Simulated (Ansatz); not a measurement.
# Zinc, simple cubic under PBEsol: from relaxation to bulk modulus, part 1 of 2

What does PBEsol give for zinc in the simple cubic structure? We relax it, solve it on a dense k-mesh, then scale the cell to 7 volumes from 88 to 112 % of the relaxed one and try a fit of the equation of state. Spin polarisation is left out. The k-meshes are 12×12×12 for the relaxation; 20×20×20 for the dense run; 14×14×14 for the volumes.

This is Zn in the simple cubic structure; at room conditions it is hcp.

Method: DFT PBEsol, plane waves (420 eV) with PAW, scalar-relativistic; the PAW data stem from PBE, with regenerated cores, in Ansatz 0.2.0.

### Step 1. Starting point

The structure is cubic, space group Pm-3m (No. 221). Conventional cell: a = 2.542 Å, b = 2.542 Å, c = 2.542 Å, α = 90.00°, β = 90.00°, γ = 90.00°. Zn (site symmetry m-3m) has 6 Zn at 2.54 Å as nearest neighbours.

Structure file:

```
CELL_PARAMETERS angstrom
2.54208 0.00000 0.00000
0.00000 2.54208 0.00000
0.00000 0.00000 2.54208
ATOMIC_POSITIONS crystal
Zn 0.00000 0.00000 0.00000
```

### Step 2. Geometry optimisation

Contents of input.yaml:

```yaml
crystal:
  lattice:
    - [2.5420818099, 0.0, 0.0]
    - [0.0, 2.5420818099, 0.0]
    - [0.0, 0.0, 2.5420818099]
  atoms:
    - { symbol: Zn, position: [0.0, 0.0, 0.0] }
hamiltonian:
  xc: pbesol
  pseudopotentials:
    kind: paw
    azcp:
      Zn: "pseudopotentials/Zn.paw.azcp"
basis:
  ecutwfc: 420
  fft_grid_basis: typed
kpoints:
  mp_grid: { grid: [12, 12, 12], shift: [0, 0, 0] }
magnetization:
  spin_polarized: false
scf:
  occupations: { method: fermi_dirac, width: 0.1 }
relax:
  max_steps: 60
  f_tol: 0.01
  cell: {}
```

The program printed:

```text
Warning: <dir> the record states the generating functional pbe (its physics header spells it `PBE`), which answers neither for hamiltonian.xc's functional nor for the pbesol family's — results may be inconsistent (PPs are generated against a specific XC)
Warning: RAYON_NUM_THREADS=2 ignored (pool sized by the plan → 2); use --threads N
Engine: ansatz 0.2.0, aarch64-unknown-linux-gnu
Pseudopotentials: kind: paw
Pseudopotential: Zn, paw, valence charge 12, recommended cutoff 420 eV (normal), <dir>
Functional definition: PBEsol
  exchange = pbesol_x
  correlation = pbesol_c
Crystal: 1 atoms, lattice volume = 16.427 Å³
Basis set: ecut = 420 eV, 341 PW (Γ), exchange–correlation on 36×36×36 points (8 copies of the dense FFT grid, shifted against one another)
Bands: 10, of which v1, the nominal top of the filled ones, is band 6 counted from 1 (5 counted from 0)
Symmetry: 48 space group operations
Space group: Pm-3m (ITA 221), of the structure as read, at distance tolerance 2.5e-5 Å
k-points: 84 of 1728
Non-local potential: Zn, projectors of the file, l = 0: 2, l = 1: 2, l = 2: 3, l = 3: 1
PAW form: soft (Blöchl's): semilocal exchange-correlation on the pseudo side does not see the compensation charge
PAW frozen core: Zn, regenerated for the run's functional, and the local potential with it (the file was generated under x = pbe(κ = 0.804, μ = 0.2195149727645171), c = pbe(β = 0.06672455060314922))
PAW one-centre angular grid: Zn, 590 points (default); XC on 64 Gauss nodes
Initial density: superposition of atomic densities (neutral atoms: chi_scale 0, normalization atom), corrected by the library's trained network
Initial wavefunctions: pseudopotential atomic-orbital guess
Functional: x = pbesol(κ = 0.804, μ = 0.12345679012345678), c = pbesol(β = 0.046)
SCF iter   1: F=—  HF=-3280.615300 eV  |F-HF|=—  |Δ(HF+E_count)|=         —  Δρ=7.71e-4  dr2=2.94e-5  ethr=1.77e-3  ⟨swp⟩=5.0  Hψ=5407  notcnv=0
preconditioner: auto → none  [metal: Δε(μ)=0.116 eV  Ē_g=16.937 eV  σ=0.100 eV  W_gap=0.27  n_scr=6 (ndim 8)  ℏωp=31.7 eV  f_vac=0.000  D(μ)=0.36/eV (n_scr^D=0)  sad-step TF]
SCF iter   2: F=—  HF=-3280.614771 eV  |F-HF|=—  |Δ(HF+E_count)|=   5.29e-4  Δρ=1.22e-3  dr2=9.49e-5  ethr=2.45e-7  ⟨swp⟩=2.6  Hψ=2165  notcnv=0
SCF iter   3: F=—  HF=-3280.614792 eV  |F-HF|=—  |Δ(HF+E_count)|=   2.12e-5  Δρ=8.25e-4  dr2=6.80e-5  ethr=2.45e-7  ⟨swp⟩=2.2  Hψ=1389  notcnv=0
SCF iter   4: F=—  HF=-3280.614752 eV  |F-HF|=—  |Δ(HF+E_count)|=   4.03e-5  Δρ=5.80e-4  dr2=2.70e-5  ethr=2.45e-7  ⟨swp⟩=2.0  Hψ=1344  notcnv=0
SCF iter   5: F=—  HF=-3280.614749 eV  |F-HF|=—  |Δ(HF+E_count)|=   3.35e-6  Δρ=3.40e-4  dr2=1.00e-5  ethr=2.25e-7  ⟨swp⟩=1.0  Hψ=842  notcnv=0
SCF iter   6: F=—  HF=-3280.614746 eV  |F-HF|=—  |Δ(HF+E_count)|=   2.47e-6  Δρ=1.43e-4  dr2=1.84e-6  ethr=8.37e-8  ⟨swp⟩=2.1  Hψ=1246  notcnv=0
SCF iter   7: F=—  HF=-3280.614746 eV  |F-HF|=—  |Δ(HF+E_count)|=   5.16e-7  Δρ=4.69e-5  dr2=2.00e-7  ethr=1.53e-8  ⟨swp⟩=2.2  Hψ=1280  notcnv=0
SCF iter   8: F=-3280.614746 eV  HF=-3280.614746 eV  |F-HF|=1.06e-8  |Δ(HF+E_count)|=   6.12e-8  Δρ=1.06e-5  dr2=1.01e-8  ethr=8.33e-10  ⟨swp⟩=4.1  Hψ=2669  notcnv=0
SCF 1 converged in 8 iterations: F = -3280.614746 eV  dr2 = 1.01e-8
relax step   1: F+E_penalty+E_count = -3280.61474565 eV  Δ(F+E_penalty+E_count) = +0.000e0 eV  max|allowed force component| = 0.000e0 eV/Å  Δτ_max = 0.0000 Å  P = +1.710 GPa  Ω = 16.427 Å³  (8 SCF iters, dr2 threshold 1.00e-7 eV, accepted)
Crystal: 1 atoms, lattice volume = 16.657 Å³
Initial density: handed on by an earlier stage of this run
Initial wavefunctions: those handed on with the density
iter 1 solved again at ethr=1.90e-6 eV; its pass at ethr=3.10e-3 eV (dr2=2.28e-4 eV) is discarded
SCF iter   1: F=—  HF=-3280.616471 eV  |F-HF|=—  |Δ(HF+E_count)|=         —  Δρ=1.41e-3  dr2=2.16e-4  ethr=1.90e-6  ⟨swp⟩=2.1  Hψ=7579  notcnv=0
preconditioner: auto → none  [metal: Δε(μ)=0.090 eV  Ē_g=16.851 eV  σ=0.100 eV  W_gap=0.22  n_scr=6 (ndim 8)  ℏωp=31.5 eV  f_vac=0.000  D(μ)=0.37/eV (n_scr^D=0)]
SCF iter   2: F=—  HF=-3280.616422 eV  |F-HF|=—  |Δ(HF+E_count)|=   4.96e-5  Δρ=5.45e-4  dr2=2.18e-5  ethr=1.80e-6  ⟨swp⟩=2.0  Hψ=1310  notcnv=0
SCF iter   3: F=—  HF=-3280.616386 eV  |F-HF|=—  |Δ(HF+E_count)|=   3.57e-5  Δρ=1.66e-4  dr2=3.62e-6  ethr=1.81e-7  ⟨swp⟩=2.0  Hψ=1326  notcnv=0
SCF iter   4: F=-3280.616384 eV  HF=-3280.616384 eV  |F-HF|=1.38e-8  |Δ(HF+E_count)|=   1.75e-6  Δρ=1.63e-5  dr2=2.60e-8  ethr=8.33e-10  ⟨swp⟩=3.2  Hψ=3471  notcnv=0
SCF 2 converged in 4 iterations: F = -3280.616384 eV  dr2 = 2.60e-8
relax step   2: F+E_penalty+E_count = -3280.61638440 eV  Δ(F+E_penalty+E_count) = -1.639e-3 eV  max|allowed force component| = 0.000e0 eV/Å  Δτ_max = 0.0000 Å  P = +0.764 GPa  Ω = 16.657 Å³  energy of the carried Pulay correction = -1.249e-4 eV  (4 SCF iters, dr2 threshold 1.00e-7 eV, accepted)
Crystal: 1 atoms, lattice volume = 16.848 Å³
iter 1 solved again at ethr=1.31e-6 eV; its pass at ethr=3.10e-3 eV (dr2=1.57e-4 eV) is discarded
SCF iter   1: F=—  HF=-3280.616815 eV  |F-HF|=—  |Δ(HF+E_count)|=         —  Δρ=1.14e-3  dr2=1.45e-4  ethr=1.31e-6  ⟨swp⟩=2.0  Hψ=7621  notcnv=0
preconditioner: auto → none  [metal: Δε(μ)=0.073 eV  Ē_g=16.748 eV  σ=0.100 eV  W_gap=0.18  n_scr=6 (ndim 8)  ℏωp=31.3 eV  f_vac=0.000  D(μ)=0.38/eV (n_scr^D=0)]
SCF iter   2: F=—  HF=-3280.616782 eV  |F-HF|=—  |Δ(HF+E_count)|=   3.33e-5  Δρ=4.46e-4  dr2=1.46e-5  ethr=1.21e-6  ⟨swp⟩=2.0  Hψ=1306  notcnv=0
SCF iter   3: F=—  HF=-3280.616754 eV  |F-HF|=—  |Δ(HF+E_count)|=   2.78e-5  Δρ=1.34e-4  dr2=2.40e-6  ethr=1.22e-7  ⟨swp⟩=2.0  Hψ=1329  notcnv=0
SCF iter   4: F=-3280.616753 eV  HF=-3280.616753 eV  |F-HF|=1.75e-8  |Δ(HF+E_count)|=   1.14e-6  Δρ=1.47e-5  dr2=1.87e-8  ethr=8.33e-10  ⟨swp⟩=3.1  Hψ=3457  notcnv=0
SCF 3 converged in 4 iterations: F = -3280.616753 eV  dr2 = 1.87e-8
relax step   3: F+E_penalty+E_count = -3280.61675288 eV  Δ(F+E_penalty+E_count) = -3.685e-4 eV  max|allowed force component| = 0.000e0 eV/Å  Δτ_max = 0.0000 Å  P = +0.037 GPa  Ω = 16.848 Å³  energy of the carried Pulay correction = -2.272e-4 eV  (4 SCF iters, dr2 threshold 1.00e-7 eV, accepted)
Initial wavefunctions: pseudopotential atomic-orbital guess (no wavefunctions were taken with the density)
iter 1 solved again at ethr=2.41e-6 eV; its pass at ethr=3.10e-3 eV (dr2=2.90e-4 eV) is discarded
SCF iter   1: F=—  HF=-3280.616953 eV  |F-HF|=—  |Δ(HF+E_count)|=         —  Δρ=3.93e-4  dr2=6.21e-7  ethr=2.41e-6  ⟨swp⟩=2.1  Hψ=7299  notcnv=0
eigensolver tolerance schedule: the retry pair's looser diagonalisation over-reported the residual by 465.68 of it (diagonalisation noise at 0.57 of the residual, at the tolerance the schedule requests for it); recorded, not acted on — ethr = c·dr2/N_el stays at c = 1.0e-1
preconditioner: auto → none  [metal: Δε(μ)=0.075 eV  Ē_g=16.732 eV  σ=0.100 eV  W_gap=0.18  n_scr=6 (ndim 8)  ℏωp=31.3 eV  f_vac=0.000  D(μ)=0.38/eV (n_scr^D=0)]
SCF iter   2: F=—  HF=-3280.616963 eV  |F-HF|=—  |Δ(HF+E_count)|=   9.26e-6  Δρ=2.04e-4  dr2=4.26e-7  ethr=5.17e-9  ⟨swp⟩=2.0  Hψ=1319  notcnv=0
SCF iter   3: F=—  HF=-3280.616966 eV  |F-HF|=—  |Δ(HF+E_count)|=   2.94e-6  Δρ=7.64e-5  dr2=7.71e-8  ethr=3.55e-9  ⟨swp⟩=2.1  Hψ=1266  notcnv=0
SCF iter   4: F=—  HF=-3280.616966 eV  |F-HF|=—  |Δ(HF+E_count)|=   3.98e-7  Δρ=1.45e-5  dr2=1.14e-9  ethr=6.43e-10  ⟨swp⟩=2.0  Hψ=1300  notcnv=0
SCF iter   5: F=-3280.616966 eV  HF=-3280.616966 eV  |F-HF|=2.50e-11  |Δ(HF+E_count)|=   1.87e-8  Δρ=5.84e-7  dr2=3.44e-12  ethr=1.00e-12  ⟨swp⟩=4.7  Hψ=3786  notcnv=0
SCF 4 converged in 5 iterations: F = -3280.616966 eV  dr2 = 3.44e-12
relax step   4: F+E_penalty+E_count = -3280.61696612 eV  Δ(F+E_penalty+E_count) = -2.132e-4 eV  max|allowed force component| = 0.000e0 eV/Å  Δτ_max = 0.0000 Å  P = +0.031 GPa  Ω = 16.848 Å³  stress off target by 3.05e-2 GPa  SCF on the basis re-selected at this cell (its energy is not comparable with the rows above)  (5 SCF iters)
basis re-selected at this cell: Δ(F+E_penalty+E_count) = -2.132e-4 eV, ΔP = -0.007 GPa vs the last step (what re-selecting the basis moved, of the pressure what is left beyond the Pulay correction that the steps carried, after the strain that the cell walked since its last selection, with what the two solves' SCF thresholds leave and, on support functions, any second-order correction that the steps lacked; it is no measure of the basis error at this ecutwfc). This SCF's stress stands 3.05e-2 GPa from its target on what of the cell is left free (relax.cell.stress_tol is 5.00e-2 GPa) and its largest allowed force component is 0.00e0 eV/Å (relax.f_tol is 1.00e-2 eV/Å): within both
SCF converged after 5 iterations
Free energy (F): -3280.616966 eV
Harris-Foulkes:  -3280.616966 eV  (|F-HF|=2.50e-11)
Internal energy: -3280.605053 eV  (E = F + TS)
E sigma→0 (E₀):  -3280.611009 eV
Entropy (-TS):   -0.011914 eV (-11.914 meV/atom)
Fermi energy:    9.197417 eV
--- Per-component energies (eV) ---
  E_band       = 30.134805
  E_kinetic    = 131.062093
  E_local      = -1636.758596  (includes V_loc(G=0)·N_el)
  E_nonlocal   = 611.426349
  E_hartree    = 683.601656
  E_xc         = -136.115668
  E_vxc        = -52.958294  (∫ρ·V_xc dr)
  E_paw        = -1787.141622  (= ΣΔE_a)
  E_vpaw       = -389.839781  (= ΣTr[D̂ρ^β])
  E_aug_tail   = -0.000334  (compensation charges beyond the density's cutoff)
  E_ewald      = -1147.476286
  E_core_change = 0.797355  (= ΣΔE_core)
  E_smearing   = -0.011914  (= −TS)
  E_closure    = -0.000000  (closes the sum)
  Σ components = -3280.616966   (vs F -3280.616966, Δ=0.00e0)
--- Forces (eV/Å), atoms counted from 1 ---
  atom   1  Zn    -0.00000000     0.00000000    -0.00000000
  max |Σ_I F_I| component: 1.64e-32 eV/Å
--- Stress (GPa, compression-positive) ---
        0.030544       0.000000      -0.000000
        0.000000       0.030544       0.000000
       -0.000000       0.000000       0.030544
  P = ⅓ Tr σ = 0.0305 GPa (0.305 kbar)
--- Relaxed structure (3 steps of the walk, 3 accepted, 1 SCFs on fresh bases) ---
  F+E_penalty+E_count = -3280.61696612 eV   max|allowed force component| = 0.000e0 eV/Å   (the final SCF, on the basis selected at the relaxed cell)
  cell:  # Å, volume = 16.8475 Å³
    - [2.5635715870610025, 4.108650548026102e-33, 1.283953296258157e-34]
    - [4.237045877651919e-33, 2.5635715870610025, 0.0]
    - [-1.283953296258157e-34, 0.0, 2.5635715870610025]
  atoms:
    - { symbol: Zn, position: [0.0, 0.0, 0.0] }
```

It took 2.3 s on 2 threads of Arm Neoverse V1, shared host; peak memory 0.28 GiB.

Step by step:

```
step  energy change (meV/atom)  largest force (eV/Å)  pressure (GPa)  volume (Å³/atom)
   1                      0.00                0.0000            1.71            16.427
   2                     -1.64                0.0000            0.76            16.657
   3                     -2.01                0.0000            0.04            16.848
   4                     -2.22                0.0000            0.03            16.848
```

Steps that repeat a cell are solved on a basis chosen anew, so their changes of energy are no gain of the relaxation.

The cell of the run, before and after:

|  | before | after | change |
| --- | --- | --- | --- |
| a (Å) | 2.542 | 2.564 | +0.8 % |
| b (Å) | 2.542 | 2.564 | +0.8 % |
| c (Å) | 2.542 | 2.564 | +0.8 % |
| volume (Å³/atom) | 16.427 | 16.848 | +2.6 % |
| shortest distance (Å) | 2.542 | 2.564 | +0.8 % |
| space group (spins left aside) | Pm-3m | Pm-3m | same |

### Step 3. Single point on a dense mesh

Contents of input.yaml:

```yaml
crystal:
  lattice:
    - [2.5635715871, 0.0, 0.0]
    - [0.0, 2.5635715871, 0.0]
    - [0.0, 0.0, 2.5635715871]
  atoms:
    - { symbol: Zn, position: [0.0, 0.0, 0.0] }
hamiltonian:
  xc: pbesol
  pseudopotentials:
    kind: paw
    azcp:
      Zn: "pseudopotentials/Zn.paw.azcp"
basis:
  ecutwfc: 420
  fft_grid_basis: typed
kpoints:
  mp_grid: { grid: [20, 20, 20], shift: [0, 0, 0] }
magnetization:
  spin_polarized: false
scf:
  occupations: { method: fermi_dirac, width: 0.1 }
output:
  write_density: true
  write_potential: true
  elf: true
  volumetric_format: npy
```

The program printed, cut to the lines that bear on the results:

```text
Warning: <dir> the record states the generating functional pbe (its physics header spells it `PBE`), which answers neither for hamiltonian.xc's functional nor for the pbesol family's — results may be inconsistent (PPs are generated against a specific XC)
Warning: RAYON_NUM_THREADS=2 ignored (pool sized by the plan → 2); use --threads N
[...]
Pseudopotentials: kind: paw
Pseudopotential: Zn, paw, valence charge 12, recommended cutoff 420 eV (normal), <dir>
Functional definition: PBEsol
[...]
Crystal: 1 atoms, lattice volume = 16.848 Å³
Basis set: ecut = 420 eV, 341 PW (Γ)
Bands: 10, of which v1, the nominal top of the filled ones, is band 6 counted from 1 (5 counted from 0)
Symmetry: 48 space group operations
Space group: Pm-3m (ITA 221), of the structure as read, at distance tolerance 2.6e-5 Å
k-points: 286 of 8000
[...]
SCF iter   1: F=—  HF=-3280.621112 eV  |F-HF|=—  |Δ(HF+E_count)|=         —  Δρ=7.58e-4  dr2=4.76e-5  ethr=1.77e-3  ⟨swp⟩=5.1  Hψ=18398  notcnv=0
[...]
SCF iter   8: F=-3280.620550 eV  HF=-3280.620550 eV  |F-HF|=3.44e-8  |Δ(HF+E_count)|=   8.52e-8  Δρ=1.88e-5  dr2=3.33e-8  ethr=8.33e-10  ⟨swp⟩=1.3  Hψ=8699  notcnv=0
[...]
SCF converged after 8 iterations
Free energy (F): -3280.620550 eV
[...]
E sigma→0 (E₀):  -3280.614959 eV
Entropy (-TS):   -0.011182 eV (-11.182 meV/atom)
Fermi energy:    9.205434 eV
[...]
--- Band table (eV; the first three rows and the last of 286) ---
  k-point 0: bands = ["-0.2763", "1.1371", "1.1371", "2.4709", "2.4709", "2.4709", "21.9829", "21.9829", "21.9829", "24.8981"]
[...]
```

Wall time 2.4 s (2 threads of Arm Neoverse V1, shared host); peak memory 0.31 GiB.

Density in a lattice plane of the grid's cell (edges 2.56 and 2.56 Å, at 0.000 of the third edge), which holds Zn.

Ten even steps from '0' (0.11 e/Å³) to '9' (45.66 e/Å³):
```
764210000000000000001246
543210000000000000001234
211000000000000000000011
100000000000000000000000
000000000000000000000000
000000000000000000000000
000000000000000000000000
000000000000000000000000
000000000000000000000000
000000000000000000000000
000000000000000000000000
000000000000000000000000
000000000000000000000000
000000000000000000000000
000000000000000000000000
100000000000000000000000
211000000000000000000011
543210000000000000001234
764210000000000000001246
986310000000000000001368
```
Columns run along the first of these edges and rows up along the second, over one cell in 24 and 20 even steps from the bottom left corner. Atoms in the plane (fractional): Zn at (0.00, 0.00).

ELF in the same plane.

Ten even steps from '0' (0.00) to '9' (0.29):
```
000002467889998876420000
000012467789998776421000
000124577789998777542100
112345677889998877654321
334566777889998877766543
666777777899999877777766
777777788889998888777777
888888888888888888888888
999999999888888899999999
999999999888788899999999
999999999888888899999999
888888888888888888888888
777777788889998888777777
666777777899999877777766
334566777889998877766543
112345677889998877654321
000124577789998777542100
000012467789998776421000
000002467889998876420000
000001357889998875310000
```
Columns run along the first of these edges and rows up along the second, over one cell in 24 and 20 even steps from the bottom left corner. Atoms in the plane (fractional): Zn at (0.00, 0.00).

Both are smooth fields of the valence electrons: close to the nuclei they are not physical.

### Step 4. At 88 % of the relaxed volume

Contents of input.yaml:

```yaml
crystal:
  lattice:
    - [2.4566295614, 0.0, 0.0]
    - [0.0, 2.4566295614, 0.0]
    - [0.0, 0.0, 2.4566295614]
  atoms:
    - { symbol: Zn, position: [0.0, 0.0, 0.0] }
hamiltonian:
  xc: pbesol
  pseudopotentials:
    kind: paw
    azcp:
      Zn: "pseudopotentials/Zn.paw.azcp"
basis:
  ecutwfc: 420
  fft_grid_basis: typed
kpoints:
  mp_grid: { grid: [14, 14, 14], shift: [0, 0, 0] }
magnetization:
  spin_polarized: false
scf:
  occupations: { method: fermi_dirac, width: 0.1 }
  lower_state_search: "off"
output:
  stress: true
```

The program printed, cut to the lines that bear on the results:

```text
Warning: <dir> the record states the generating functional pbe (its physics header spells it `PBE`), which answers neither for hamiltonian.xc's functional nor for the pbesol family's — results may be inconsistent (PPs are generated against a specific XC)
Warning: RAYON_NUM_THREADS=2 ignored (pool sized by the plan → 2); use --threads N
[...]
Pseudopotentials: kind: paw
Pseudopotential: Zn, paw, valence charge 12, recommended cutoff 420 eV (normal), <dir>
Functional definition: PBEsol
[...]
Crystal: 1 atoms, lattice volume = 14.826 Å³
Basis set: ecut = 420 eV, 257 PW (Γ)
Bands: 10, of which v1, the nominal top of the filled ones, is band 6 counted from 1 (5 counted from 0)
Symmetry: 48 space group operations
Space group: Pm-3m (ITA 221), of the structure as read, at distance tolerance 2.5e-5 Å
k-points: 120 of 2744
[...]
SCF iter   1: F=—  HF=-3280.559014 eV  |F-HF|=—  |Δ(HF+E_count)|=         —  Δρ=2.59e-3  dr2=3.59e-4  ethr=1.77e-3  ⟨swp⟩=4.8  Hψ=7760  notcnv=0
[...]
SCF iter   6: F=-3280.558784 eV  HF=-3280.558784 eV  |F-HF|=1.45e-9  |Δ(HF+E_count)|=   6.49e-8  Δρ=4.08e-6  dr2=1.60e-9  ethr=8.33e-10  ⟨swp⟩=4.1  Hψ=3834  notcnv=0
[...]
SCF converged after 6 iterations
Free energy (F): -3280.558784 eV
[...]
E sigma→0 (E₀):  -3280.552732 eV
Entropy (-TS):   -0.012103 eV (-12.103 meV/atom)
Fermi energy:    11.013492 eV
[...]
--- Stress (GPa, compression-positive) ---
       11.092101      -0.000000       0.000000
       -0.000000      11.092101       0.000000
        0.000000       0.000000      11.092101
  P = ⅓ Tr σ = 11.0921 GPa (110.921 kbar)
```

Wall time 0.84 s (2 threads of Arm Neoverse V1, shared host); peak memory 0.27 GiB.

### Step 5. At 92 % of the relaxed volume

Edit input.yaml of step 4 so:

```diff
@@ -2,5 +2,5 @@
   lattice:
-    - [2.4566295614, 0.0, 0.0]
-    - [0.0, 2.4566295614, 0.0]
-    - [0.0, 0.0, 2.4566295614]
+    - [2.4933010808, 0.0, 0.0]
+    - [0.0, 2.4933010808, 0.0]
+    - [0.0, 0.0, 2.4933010808]
   atoms:
```

The program printed, cut to the lines that bear on the results:

```text
Warning: <dir> the record states the generating functional pbe (its physics header spells it `PBE`), which answers neither for hamiltonian.xc's functional nor for the pbesol family's — results may be inconsistent (PPs are generated against a specific XC)
Warning: RAYON_NUM_THREADS=2 ignored (pool sized by the plan → 2); use --threads N
[...]
Pseudopotentials: kind: paw
Pseudopotential: Zn, paw, valence charge 12, recommended cutoff 420 eV (normal), <dir>
Functional definition: PBEsol
[...]
Crystal: 1 atoms, lattice volume = 15.500 Å³
Basis set: ecut = 420 eV, 305 PW (Γ)
Bands: 10, of which v1, the nominal top of the filled ones, is band 6 counted from 1 (5 counted from 0)
Symmetry: 48 space group operations
Space group: Pm-3m (ITA 221), of the structure as read, at distance tolerance 2.5e-5 Å
k-points: 120 of 2744
[...]
SCF iter   1: F=—  HF=-3280.595921 eV  |F-HF|=—  |Δ(HF+E_count)|=         —  Δρ=1.76e-3  dr2=1.55e-4  ethr=1.77e-3  ⟨swp⟩=4.9  Hψ=7670  notcnv=0
[...]
SCF iter   6: F=-3280.595556 eV  HF=-3280.595556 eV  |F-HF|=1.31e-9  |Δ(HF+E_count)|=   1.77e-7  Δρ=2.63e-6  dr2=6.11e-10  ethr=8.33e-10  ⟨swp⟩=2.9  Hψ=4620  notcnv=0
[...]
SCF converged after 6 iterations
Free energy (F): -3280.595556 eV
[...]
E sigma→0 (E₀):  -3280.589595 eV
Entropy (-TS):   -0.011922 eV (-11.922 meV/atom)
Fermi energy:    10.344564 eV
[...]
--- Stress (GPa, compression-positive) ---
        6.564800      -0.000000      -0.000000
        0.000000       6.564800       0.000000
        0.000000       0.000000       6.564800
  P = ⅓ Tr σ = 6.5648 GPa (65.648 kbar)
```

It took 0.84 s on 2 threads of Arm Neoverse V1, shared host; peak memory 0.27 GiB.

(Continued in part 2 of 2.)
